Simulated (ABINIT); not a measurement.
A calculation with ABINIT 10.8.3 (patched build) of AlN (native input, structure typed inline):

Contents of run.abi:

```
pp_dirpath "./"
pseudos "Al.GGA_PBE-JTH.xml, N.GGA_PBE-JTH.xml"

acell 3*1.0
rprim
     0.0000000000     4.1271496856     4.1271496856
     4.1271496856     0.0000000000     4.1271496856
     4.1271496856     4.1271496856     0.0000000000
ntypat 2
znucl 13 7
natom 2
typat 1 2
xcart
     0.0000000000     0.0000000000     0.0000000000
     1.0919967798     1.0919967798     1.0919967798 Angstrom

ecut 26.0
pawecutdg 48.0

kptopt 1
ngkpt 10 10 10
nshiftk 1
shiftk 0.0 0.0 0.0

ixc 11

nband 8
occopt 3
tsmear 0.00183747

nstep 100
tolvrs 1.0e-9

iomode 3
prtwf 0
prtden 0
prteig 0
prtebands 0
enunit 1
```

Potentials or basis: JTH PAW PBE v2.0.

Run with:

```bash
$ abinit run.abi > log 2>&1
```

Measurements of this composition are mostly on another form, of space group No. 186.

Write the same calculation in another form: ASE script, structure typed inline.

As run:

The input run.py:

```python
import json, os
import numpy as np
from ase.units import GPa
from ase.calculators.abinit import Abinit, AbinitProfile
from ase import Atoms

atoms = Atoms(['Al', 'N'],
              cell=[[0.0, 2.1839935596, 2.1839935596], [2.1839935596, 0.0, 2.1839935596], [2.1839935596, 2.1839935596, 0.0]],
              scaled_positions=[[0.0, 0.0, 0.0], [0.25, 0.25, 0.25]],
              pbc=True)

profile = AbinitProfile(command='abinit', pp_paths=[os.path.abspath('pseudos')])
params = dict(
    pps='pawxml', xc='PBE',
    ecut=707.496,
    pawecutdg=1306.1465,
    kptopt=1,
    ngkpt=[10, 10, 10],
    nshiftk=1,
    shiftk=[0.0, 0.0, 0.0],
    ixc=11,
    nband=8,
    occopt=3,
    tsmear=0.05,
    nstep=100,
    tolvrs=1e-09,
    prtwf=0,
    prtden=0,
)

atoms.calc = Abinit(profile=profile, directory='run', **params)
energy = atoms.get_potential_energy()
forces = atoms.get_forces()
stress = atoms.get_stress()
print(f'energy {energy:.6f} eV')
print('forces (eV/A)')
print(np.round(forces, 5))
print('stress (GPa, Voigt, tension positive)', np.round(stress / GPa, 4))
json.dump(dict(energy=energy, forces=forces.tolist(), stress=stress.tolist(), cell=atoms.cell.tolist(), frac=atoms.get_scaled_positions(wrap=False).tolist()), open('results.json', 'w'))
```

Potentials or basis: JTH PAW PBE v2.0.

Launch:

```sh
$ python run.py
```

Both were run:

|  | native input, structure typed inline | ASE script, structure typed inline |
| --- | --- | --- |
| Pressure | 5.3 GPa | 5.3 GPa |
| Band gap on the k mesh | 3.30 eV, indirect (least direct gap 4.18 eV) | 3.30 eV, indirect (least direct gap 4.18 eV) |
| Valence electrons inside the program's atomic spheres | Al 0.90; N 2.64 | Al 0.90; N 2.64 |

Keys that steer only the numerical path or the files written may differ.
